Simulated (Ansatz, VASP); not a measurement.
**One calculation of HfC, two programs**

```
Hf C
1.0
    -0.04602    2.34128    2.35918
     2.24477    0.05414    2.25901
     2.29736    2.29370    0.00155
Hf C
1 1
Cartesian
  2.1254 2.3520 2.3934
  4.4560 4.6019 4.5347
```

Alike in both runs: task single point; functional PBE; k mesh 6 × 6 × 6; no spin polarisation.

|  | VASP | Ansatz |
| --- | --- | --- |
| version | VASP 6.6.1 | Ansatz 0.2.0 |
| potentials or method | VASP PAW PBE potentials, release 64 (Hf_pv, C) | plane waves, PAW |
| plane-wave cutoff (eV) | 520 | 540 |
| occupations | fermi-dirac, width 0.1 eV | fermi-dirac |
| valence electrons in the cell | 14 | 30 |

Ansatz gave:

* pressure (GPa): 13.9
* largest component of the traceless stress (GPa): 9.22
* rms of the force components (eV/Å): 1.001

Estimate VASP's values.

pressure (GPa): 13.5; largest component of the traceless stress (GPa): 9.24; rms of the force components (eV/Å): 0.998.

Atom by atom the forces differ by 0.003 eV/Å (rms over components). The two sets of potentials don't hold the same shells in valence. Ansatz warned: «stress_scf_threshold_loose».

Caveats: the k mesh is coarse (spacing up to 0.41 Å⁻¹), so the values aren't converged; forces of over 1 eV/Å show positions far from the minimum, so gaps and moduli don't describe the material at rest. Spin-orbit coupling is left out, which matters for the levels of Hf.
